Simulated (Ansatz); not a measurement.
# SnO2: the cost of one run

Method: DFT PBE+D3(BJ), scalar-relativistic, plane waves, PAW, in Ansatz 0.2.0.

41 further runs of the same task are left out: 41 set aside as unsound or not needed.

## Step 1: Starting point

It takes space group P6_3/mmc (No. 194, hexagonal). The conventional cell has a = 3.211 Å, b = 3.211 Å, c = 10.333 Å, α = 90.00°, β = 90.00°, γ = 120.00°. Sn (site symmetry -3m) is surrounded by 6 O at 2.11 Å. O (site symmetry 3m) is surrounded by 3 Sn at 2.11 Å.

Coordinates:

```xyz
6
Lattice="3.2112 0.0000 0.0000 -1.6056 2.7810 0.0000 0.0000 0.0000 10.3331" Properties=species:S:1:pos:R:3 pbc="T T T"
Sn    0.0000    0.0000    5.1665
Sn    0.0000    0.0000    0.0000
O     1.6056    0.9270    4.1517
O     1.6056    0.9270    1.0148
O     0.0000    1.8540    6.1813
O     0.0000    1.8540    9.3183
```

It goes back to an entry of the Materials Project, which need not be the stable form.

This cell was relaxed beforehand with the same method: volume 15.38 Å³/atom, gap on the mesh 2.08 eV.

## Step 2: What is varied

The energy is mapped over volume and the cell's shape.

The axes are (1) volume per atom: 9 values from 14.149 to 16.610 Å³; (2) c/a of the conventional cell: 9 values from 2.970 to 3.486.

Nothing else is relaxed (fractional coordinates fixed). Energies count from the relaxed crystal. Points are written as (first, second).

## Step 3: Point (14.149 Å³, 2.970)

The input, input.yaml:

```yaml
crystal:
  lattice:
    - [3.2077573811, 0.0, 0.0]
    - [-1.6038786905, 2.7779993812, 0.0]
    - [0.0, 0.0, 9.5267186462]
  atoms:
    - { symbol: Sn, position: [0.0, 0.0, 0.5] }
    - { symbol: Sn, position: [0.0, 0.0, 0.0] }
    - { symbol: O, position: [0.6666666667, 0.3333333333, 0.4017901367] }
    - { symbol: O, position: [0.6666666667, 0.3333333333, 0.0982098633] }
    - { symbol: O, position: [0.3333333333, 0.6666666667, 0.5982098633] }
    - { symbol: O, position: [0.3333333333, 0.6666666667, 0.9017901367] }
basis:
  ecutwfc: 520.0
kpoints:
  mp_grid: { grid: [12, 12, 4] }
hamiltonian:
  xc: pbe
  dispersion: d3bj
scf:
  occupations: { method: gaussian, width: 0.05 }
output:
  forces: true
  stress: true
  eigenvalues: true
```

Launch:

```sh
> ansatz run input.yaml --threads 1 --pin off --max-ram 2048MiB --backend cpu --events-out ev --progress --plain --runs-dir out
```

Q: Estimate wall time and peak memory on 1 thread of AMD EPYC 9R45 (Zen 5), shared host.

About 2.7 s, with a peak of 0.5 GiB.
